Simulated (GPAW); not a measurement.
# Rh (Fm-3m) in GPAW: settings compared

One crystal, Rh, is run at these levels: BLYP, PBE; tasks: relaxation of cell and atoms, single point.

Everything below comes from runs of GPAW 26.7.0. Logs are shortened: lines on timing, memory, paths and dates and some standing lists are left out, and cuts for length are marked. The log counts tension as positive stress, the text compression.

### 1 The crystal as given

Symmetry: Fm-3m, No. 225, cubic system. The conventional cell has a = 3.796 Å, b = 3.796 Å, c = 3.796 Å, α = 90.00°, β = 90.00°, γ = 90.00°. Rh (site symmetry m-3m) is surrounded by 12 Rh at 2.68 Å.

### 2 Relaxation of cell and atoms, BLYP, target pressure 10 GPa, at which the enthalpy is minimised

The input, run.py:

```python
from ase.filters import FrechetCellFilter
from ase.io import read, write
from ase.optimize import FIRE
from ase.units import GPa
from gpaw import GPAW, PW, setup_paths

setup_paths.insert(0, '.')

atoms = read('Rh.xyz')

calc = GPAW(mode=PW(600),
            xc='BLYP',
            kpts={'size': (12, 12, 12), 'gamma': True},
            occupations={'name': 'fermi-dirac', 'width': 0.05},
            nbands=16,
            convergence={'density': 1e-05, 'forces': 0.0001},
            eigensolver='davidson',
            maxiter=150,
            txt='gpaw.txt')
atoms.calc = calc
opt = FIRE(FrechetCellFilter(atoms, scalar_pressure=10 * GPa), trajectory='relax.traj', logfile='-')
done = opt.run(fmax=0.01, steps=40)
calc.write('gs.gpw')
write('result.traj', atoms)
print('Converged:', done)
print('Cell:', atoms.cell.cellpar().round(4))
print('Volume:', round(atoms.get_volume(), 4))
print(atoms.get_scaled_positions().round(5))
```

The input, Rh.xyz:

```xyz
1
Lattice="0.0000000000 1.8978500000 1.8978500000 1.8978500000 0.0000000000 1.8978500000 1.8978500000 1.8978500000 0.0000000000" Properties=species:S:1:pos:R:3 pbc="T T T"
Rh     0.0000000000      0.0000000000      0.0000000000
```

Potentials or basis: PAW data sets generated in the run's folder for this functional, pw.

Command:

```sh
> gpaw-setup -f BLYP Rh
> OMP_NUM_THREADS=1 python run.py
```

gpaw.txt:

```text
__  _  _
 | _ |_)|_||  |
 |__||  | ||/\| - 26.7.0

Input parameters:
  mode=PW(ecut=600.0),
  convergence={'density': 1e-05, 'forces': 0.0001},
  eigensolver=Davidson(niter=2),
  kpts=MonkhorstPack(size=(12, 12, 12), gamma=True),
  maxiter=150,
  nbands=16,
  occupations=Occupations(name='fermi-dirac', width=0.05),
  xc=XC(name='BLYP')

Diagonalizing LCAO Hamiltonian
Converting LCAO to pw mode

       Rh

Atoms  # Å, Bohr magnetons
|   | symbol |        x |        y |        z |    initial magnetic moments |
|---|--------|----------|----------|----------|-----------------------------|
| 0 |     Rh | 0.000000 | 0.000000 | 0.000000 | ( 0.0000,  0.0000,  0.0000) |

Unit cell  # Å
| periodic |        x |        y |        z |  lengths |    angles |
|----------|----------|----------|----------|----------|-----------|
|      yes | 0.000000 | 1.897850 | 1.897850 | 2.683965 | 60.000000 |
|      yes | 1.897850 | 0.000000 | 1.897850 | 2.683965 | 60.000000 |
|      yes | 1.897850 | 1.897850 | 0.000000 | 2.683965 | 60.000000 |

Number of symmetries: 48
Symmetry operations  # r_c * U_cc + t_c -> r_c
|    | kind |            matrix            |
|----|------|------------------------------|
|  0 |  σ   |  1, 0, 0,  1, 0,-1,  1,-1, 0 |
|  1 |  C2  |  1, 0, 0,  1,-1, 0,  1, 0,-1 |
|  2 |  E   |  1, 0, 0,  0, 1, 0,  0, 0, 1 |
|  3 |  σ   |  1, 0, 0,  0, 0, 1,  0, 1, 0 |
|  4 |  C4  |  1, 0,-1,  1, 0, 0,  1,-1, 0 |
|  5 |  S6  |  1, 0,-1,  1,-1, 0,  1, 0, 0 |
|  6 |  σ   |  1, 0,-1,  0, 1,-1,  0, 0,-1 |
|  7 |  C3  |  1, 0,-1,  0, 0,-1,  0, 1,-1 |
|  8 |  S6  |  1,-1, 0,  1, 0, 0,  1, 0,-1 |
[... 149 lines left out ...]
SCF iterations
|iter     | |      energy | eigst |  dens |force |
|---------|-|-------------|-------|-------|------|
|iter:   1| |   -6.693531 | +0.02 |       |      |
|iter:   2| |   -6.590433 | -2.15 | -1.17 |      |
|iter:   3| |   -6.193110 | -2.13 | -1.22 |      |
|iter:   4| |   -6.181383 | -3.75 | -2.13 |      |
|iter:   5| |   -6.176459 | -3.77 | -2.47 |      |
|iter:   6| |   -6.176468c| -4.89 | -3.23 |      |
|iter:   7| |   -6.176461c| -5.84 | -3.87 |      |
|iter:   8| |   -6.176462c| -6.84 | -4.16 |      |
|iter:   9| |   -6.176462c| -7.65c| -5.41c|      |
|iter:  10| |   -6.176462c| -8.40c| -5.78c|-22.15c|
[... 42 lines left out ...]
Stress tensor  # eV/Ang^3
|         x |         y |         z |
|-----------|-----------|-----------|
| -0.138047 | -0.000000 | -0.000000 |
| -0.000000 | -0.138047 |  0.000000 |
| -0.000000 |  0.000000 | -0.138047 |

Forces  # eV/Ang
|        x |        y |        z |
|----------|----------|----------|
| -0.00000 | -0.00000 | -0.00000 |  # Rh   0

Interpolating wave functions to new cell

       Rh

Atoms  # Å, Bohr magnetons
[... 20 lines left out ...]
|  5 |  S6  |  1, 0,-1,  1,-1, 0,  1, 0, 0 |
|  6 |  σ   |  1, 0,-1,  0, 1,-1,  0, 0,-1 |
|  7 |  C3  |  1, 0,-1,  0, 0,-1,  0, 1,-1 |
|  8 |  S6  |  1,-1, 0,  1, 0, 0,  1, 0,-1 |
[... 694 lines left out ...]
Stress tensor  # eV/Ang^3
|         x |         y |         z |
|-----------|-----------|-----------|
| -0.026664 |  0.000000 | -0.000000 |
|  0.000000 | -0.026664 | -0.000000 |
| -0.000000 | -0.000000 | -0.026664 |

Forces  # eV/Ang
|       x |       y |        z |
|---------|---------|----------|
| 0.00000 | 0.00000 | -0.00000 |  # Rh   0

Interpolating wave functions to new cell

       Rh
[... 229 lines left out ...]
Stress tensor  # eV/Ang^3
|         x |         y |         z |
|-----------|-----------|-----------|
| -0.039386 |  0.000000 | -0.000000 |
|  0.000000 | -0.039386 | -0.000000 |
| -0.000000 | -0.000000 | -0.039386 |

Forces  # eV/Ang
|       x |       y |       z |
|---------|---------|---------|
| 0.00000 | 0.00000 | 0.00000 |  # Rh   0

Interpolating wave functions to new cell

       Rh
[... 229 lines left out ...]
Stress tensor  # eV/Ang^3
|         x |         y |         z |
|-----------|-----------|-----------|
| -0.056652 |  0.000000 | -0.000000 |
|  0.000000 | -0.056652 | -0.000000 |
| -0.000000 | -0.000000 | -0.056652 |

Forces  # eV/Ang
|        x |       y |       z |
|----------|---------|---------|
| -0.00000 | 0.00000 | 0.00000 |  # Rh   0

Interpolating wave functions to new cell

       Rh
[... 245 lines left out ...]
Atoms  # Å, Bohr magnetons
|   | symbol |         x |         y |         z |    initial magnetic moments |
|---|--------|-----------|-----------|-----------|-----------------------------|
| 0 |     Rh | -0.000000 | -0.000000 | -0.000000 | ( 0.0000,  0.0000,  0.0000) |

Unit cell  # Å
| periodic |         x |        y |         z |  lengths |    angles |
|----------|-----------|----------|-----------|----------|-----------|
|      yes | -0.000000 | 1.919497 |  1.919497 | 2.714578 | 60.000000 |
|      yes |  1.919497 | 0.000000 |  1.919497 | 2.714578 | 60.000000 |
|      yes |  1.919497 | 1.919497 | -0.000000 | 2.714578 | 60.000000 |

Number of symmetries: 48
Symmetry operations  # r_c * U_cc + t_c -> r_c
|    | kind |            matrix            |
|----|------|------------------------------|
|  0 |  σ   |  1, 0, 0,  1, 0,-1,  1,-1, 0 |
|  1 |  C2  |  1, 0, 0,  1,-1, 0,  1, 0,-1 |
|  2 |  E   |  1, 0, 0,  0, 1, 0,  0, 0, 1 |
|  3 |  σ   |  1, 0, 0,  0, 0, 1,  0, 1, 0 |
|  4 |  C4  |  1, 0,-1,  1, 0, 0,  1,-1, 0 |
|  5 |  S6  |  1, 0,-1,  1,-1, 0,  1, 0, 0 |
|  6 |  σ   |  1, 0,-1,  0, 1,-1,  0, 0,-1 |
|  7 |  C3  |  1, 0,-1,  0, 0,-1,  0, 1,-1 |
|  8 |  S6  |  1,-1, 0,  1, 0, 0,  1, 0,-1 |
[... 149 lines left out ...]
SCF iterations
|iter     | |      energy | eigst |  dens |force |
|---------|-|-------------|-------|-------|------|
|iter:   1| |   -6.226320 |       |       |      |
|iter:   2| |   -6.226319 | -7.64c| -3.64 |      |
|iter:   3| |   -6.226323c| -7.28 | -3.70 |      |
|iter:   4| |   -6.226323c| -8.20c| -4.53 |      |
|iter:   5| |   -6.226323c| -8.00c| -4.78 |      |
|iter:   6| |   -6.226323c| -9.02c| -5.75c|      |
|iter:   7| |   -6.226323c| -9.80c| -5.97c|-23.89c|
[... 42 lines left out ...]
Stress tensor  # eV/Ang^3
|         x |         y |         z |
|-----------|-----------|-----------|
| -0.075341 | -0.000000 | -0.000000 |
| -0.000000 | -0.075341 | -0.000000 |
| -0.000000 | -0.000000 | -0.075341 |

Forces  # eV/Ang
|       x |       y |        z |
|---------|---------|----------|
| 0.00000 | 0.00000 | -0.00000 |  # Rh   0

Interpolating wave functions to new cell

       Rh
[... 1195 lines left out ...]
Stress tensor  # eV/Ang^3
|         x |         y |         z |
|-----------|-----------|-----------|
| -0.065127 | -0.000000 | -0.000000 |
| -0.000000 | -0.065127 |  0.000000 |
| -0.000000 |  0.000000 | -0.065127 |

Forces  # eV/Ang
|        x |        y |       z |
|----------|----------|---------|
| -0.00000 | -0.00000 | 0.00000 |  # Rh   0

Interpolating wave functions to new cell

       Rh
[... 227 lines left out ...]
Stress tensor  # eV/Ang^3
|         x |         y |         z |
|-----------|-----------|-----------|
| -0.062333 |  0.000000 | -0.000000 |
|  0.000000 | -0.062333 | -0.000000 |
| -0.000000 | -0.000000 | -0.062333 |

Forces  # eV/Ang
|        x |        y |       z |
|----------|----------|---------|
| -0.00000 | -0.00000 | 0.00000 |  # Rh   0

# Writing to gs.gpw (mode='')
```

stdout:

```text
Step          Energy          fmax
FIRE:    0       -5.327763        1.034004
FIRE:    1       -5.347763        0.254641
FIRE:    2       -5.340587        0.622103
FIRE:    3       -5.343219        0.521599
FIRE:    4       -5.346843        0.333116
FIRE:    5       -5.349074        0.082451
FIRE:    6       -5.348376        0.191348
FIRE:    7       -5.348444        0.182836
FIRE:    8       -5.348573        0.166162
FIRE:    9       -5.348736        0.142145
FIRE:   10       -5.348902        0.111905
FIRE:   11       -5.349057        0.076858
FIRE:   12       -5.349163        0.038591
FIRE:   13       -5.349203        0.001170
Converged: True
Cell: [ 2.7217  2.7217  2.7217 60.     60.     60.    ]
Volume: 14.2557
[[0. 0. 0.]]
```

Run time: 76 s. Hardware: 1 thread of Arm Neoverse V2, shared host; peak memory 0.23 GiB.

What came out:

- Free energy: -6.2390 eV
- Relaxed volume: 14.26 Å³/atom
- Relaxed cell: a = 2.722 Å, b = 2.722 Å, c = 2.722 Å, α = 60.00°, β = 60.00°, γ = 60.00°
- Space group after relaxing (to 0.05 Å): Fm-3m (No. 225)
- Energy change on relaxing (the enthalpy is what falls): -57.5 meV/atom
- Ionic steps: 14
- Pressure after relaxing: 10.0 GPa
- Band gap on the k mesh: none (metal or under the smearing width)

The path:
```csv
step,energy change (eV),largest force (eV/Å),pressure (GPa),volume (Å³)
1,0.0000,0.0000,22.12,13.67
2,-0.0466,0.0000,12.89,14.10
3,-0.0737,0.0000,3.20,14.66
4,-0.0721,0.0000,4.27,14.59
5,-0.0680,0.0000,6.31,14.47
6,-0.0604,0.0000,9.08,14.31
7,-0.0495,0.0000,12.17,14.14
8,-0.0499,0.0000,12.07,14.14
9,-0.0506,0.0000,11.88,14.15
10,-0.0517,0.0000,11.61,14.17
11,-0.0529,0.0000,11.26,14.19
12,-0.0544,0.0000,10.87,14.21
13,-0.0559,0.0000,10.43,14.23
14,-0.0575,0.0000,9.99,14.26
```

Final structure:
```yaml
crystal:
  lattice:
    - [0.00000, 1.92451, 1.92451]
    - [1.92451, 0.00000, 1.92451]
    - [1.92451, 1.92451, 0.00000]
  atoms:
    - { symbol: Rh, position: [0.00000, 0.00000, 0.00000] }
```

Levels at points of the mesh, in eV from the Fermi level:
```tsv
k point	band 4	band 5	band 6	band 7	band 8	band 9	band 10	band 11
(0.00, 0.00, 0.00)	-7.51	-2.93	-2.93	-2.93	-0.99	-0.99	16.59	21.95
(0.50, 0.50, 0.00)	-5.90	-5.57	0.46	0.90	0.90	3.43	11.87	13.50
(0.50, 0.50, 0.50)	-5.75	-3.00	-3.00	0.50	0.50	1.05	8.29	16.06
```

Caveat: later steps reuse the first step's grids.

### 3 Single point, PBE

The input, run.py:

```python
from ase.dft.bandgap import bandgap
from ase.io import read, write
from ase.units import GPa
from gpaw import GPAW, PW

atoms = read('Rh.xyz')

calc = GPAW(mode=PW(600),
            xc='PBE',
            kpts={'size': (12, 12, 12), 'gamma': True},
            occupations={'name': 'methfessel-paxton', 'order': 0, 'width': 0.012},
            nbands=16,
            convergence={'density': 1e-05, 'energy': 1e-05},
            maxiter=150,
            txt='gpaw.txt')
atoms.calc = calc
energy = atoms.get_potential_energy()
forces = atoms.get_forces()
stress = atoms.get_stress()
calc.write('gs.gpw')
write('result.traj', atoms)
print(f'Energy: {energy:.6f} eV')
print('Forces (eV/A):')
print(forces.round(4))
print('Stress (GPa):', (stress / GPa).round(3))
print('Fermi level:', round(calc.get_fermi_level(), 4), 'eV')
print(f'Gap: {bandgap(calc)[0]:.4f} eV, direct: {bandgap(calc, direct=True)[0]:.4f} eV')
```

Rh.xyz is that of step 2.

Potentials or basis: GPAW PAW data sets (gpaw-data 1.2.1), pw.

Command:

```sh
> OMP_NUM_THREADS=1 python run.py
```

gpaw.txt:

```text
__  _  _
 | _ |_)|_||  |
 |__||  | ||/\| - 26.7.0

Input parameters:
  mode=PW(ecut=600.0),
  convergence={'density': 1e-05, 'energy': 1e-05},
  kpts=MonkhorstPack(size=(12, 12, 12), gamma=True),
  maxiter=150,
  nbands=16,
  occupations=Occupations(name='methfessel-paxton', order=0, width=0.012),
  xc=XC(name='PBE')

Diagonalizing LCAO Hamiltonian
Converting LCAO to pw mode

       Rh

Atoms  # Å, Bohr magnetons
|   | symbol |        x |        y |        z |    initial magnetic moments |
|---|--------|----------|----------|----------|-----------------------------|
| 0 |     Rh | 0.000000 | 0.000000 | 0.000000 | ( 0.0000,  0.0000,  0.0000) |

Unit cell  # Å
| periodic |        x |        y |        z |  lengths |    angles |
|----------|----------|----------|----------|----------|-----------|
|      yes | 0.000000 | 1.897850 | 1.897850 | 2.683965 | 60.000000 |
|      yes | 1.897850 | 0.000000 | 1.897850 | 2.683965 | 60.000000 |
|      yes | 1.897850 | 1.897850 | 0.000000 | 2.683965 | 60.000000 |
[... 170 lines left out ...]
|iter:   6| |   -7.306297 | -6.29 | -3.56 |
|iter:   7| |   -7.306296c| -6.57 | -3.79 |
|iter:   8| |   -7.306296c| -7.54c| -4.99 |
|iter:   9| |   -7.306296c| -8.12c| -5.60c|

Converged in 9 steps
Energy contributions relative to reference atoms: (reference = -130134.647000)

Energy contributions:
  Kinetic:          -2.399322
  Coulomb:           0.045808
  Zero:             -0.056846
  External:          0.000000
  Xc:               -4.895853
  Entropy:          -0.000164
  Spinorbit:         0.000000
  ----------------------------
  Free energy:      -7.306378
  Extrapolated:     -7.306296

dipole moment: (-11.479941, -11.479941, -11.479941)  # |e|*Ang

Fermi level: 11.997
Eigenvalues  # (at kpt = [-0.000, -0.000, -0.000])
| band index |      eig [eV] | occ [0-2] |
|------------|---------------|-----------|
|          0 |       -34.469 |     2.000 |
|          1 |       -34.469 |     2.000 |
|          2 |       -34.469 |     2.000 |
|          3 |         3.953 |     2.000 |
|          4 |         8.829 |     2.000 |
|          5 |         8.829 |     2.000 |
[... 8 lines left out ...]
|         14 |        44.102 |     0.000 |
|         15 |        44.102 |     0.000 |

No gap
No difference between direct/indirect transitions

Forces  # eV/Ang
|        x |        y |       z |
|----------|----------|---------|
| -0.00000 | -0.00000 | 0.00000 |  # Rh   0

Stress tensor  # eV/Ang^3
|         x |         y |         z |
|-----------|-----------|-----------|
| -0.057413 | -0.000000 |  0.000000 |
| -0.000000 | -0.057413 |  0.000000 |
|  0.000000 |  0.000000 | -0.057413 |

# Writing to gs.gpw (mode='')
```

Wall time 7.9 s (1 thread of Arm Neoverse V2, shared host); peak memory 0.14 GiB.

Results:

| Property | Result |
| --- | --- |
| Free energy | -7.3064 eV |
| Pressure | 9.2 GPa |
| Band gap on the k mesh | none (metal or under the smearing width) |

[end of part 1 of 2]
